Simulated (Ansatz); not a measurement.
Wanted: the native input for an Ansatz 0.2.0 run.

| Property | Result |
| --- | --- |
| Task | band structure |
| Functional | LDA |
| Potentials or basis | Ansatz PAW |
| Cutoff | 420 eV (not typed: the program's choice for these potentials) |
| k mesh | 7 × 7 × 7 |
| Occupations | fermi-dirac, width 0.05 eV |
| Spin | no spin polarisation |
| Path | [["G", "X", "W", "K", "G", "L", "U", "W", "L", "K"], ["U", "X"]] |
| Points for each segment of the path | 14 |

SnTe:

```
CELL_PARAMETERS angstrom
0.00000 3.15085 3.15085
3.15085 0.00000 3.15085
3.15085 3.15085 0.00000
ATOMIC_POSITIONS crystal
Te 0.50000 0.50000 0.50000
Sn 0.00000 0.00000 0.00000
```

One way to write it, as run:

input.yaml

```yaml
crystal:
  lattice:
    - [0.0, 3.15085, 3.15085]
    - [3.15085, 0.0, 3.15085]
    - [3.15085, 3.15085, 0.0]
  atoms:
    - { symbol: Te, position: [0.5, 0.5, 0.5] }
    - { symbol: Sn, position: [0.0, 0.0, 0.0] }
hamiltonian:
  xc: lda
  pseudopotentials: { kind: paw }
kpoints:
  mp_grid: { grid: [7, 7, 7] }
  band_path:
    path:
      - [[0.0, 0.0, 0.0], [0.5, 0.0, 0.5], [0.5, 0.25, 0.75], [0.375, 0.375, 0.75], [0.0, 0.0, 0.0], [0.5, 0.5, 0.5], [0.625, 0.25, 0.625], [0.5, 0.25, 0.75], [0.5, 0.5, 0.5], [0.375, 0.375, 0.75]]
      - [[0.625, 0.25, 0.625], [0.5, 0.0, 0.5]]
    npoints: 14
scf:
  occupations: { method: fermi_dirac, width: 0.05 }
  n_extra_bands: 6
output:
  forces: true
  stress: true
  eigenvalues: true
  fatbands: true
```

Potentials or basis: Ansatz PAW.

The run is started by

```bash
$ ansatz run input.yaml --threads 2 --pin off --max-ram 5632MiB --backend cpu --events-out ev --progress --plain --runs-dir out
```

Results of the run:

```json
{"Pressure": "-1.6 GPa", "Band gap along the path": "0.07 eV, indirect (least direct gap 0.10 eV)"}
```

Caveat: this odd mesh misses L, where the gap lies, so gap, dielectric constants and Born charges aren't listed; spin-orbit coupling is left out, which moves the levels of the heavy elements; the PAW data sets come from PBE, with cores solved anew for the run's functional, which leaves a small shift of forces and pressure.

Wall time 4.4 s on 2 threads of Arm Neoverse V1, with other jobs on the host, peak memory 0.34 GiB.
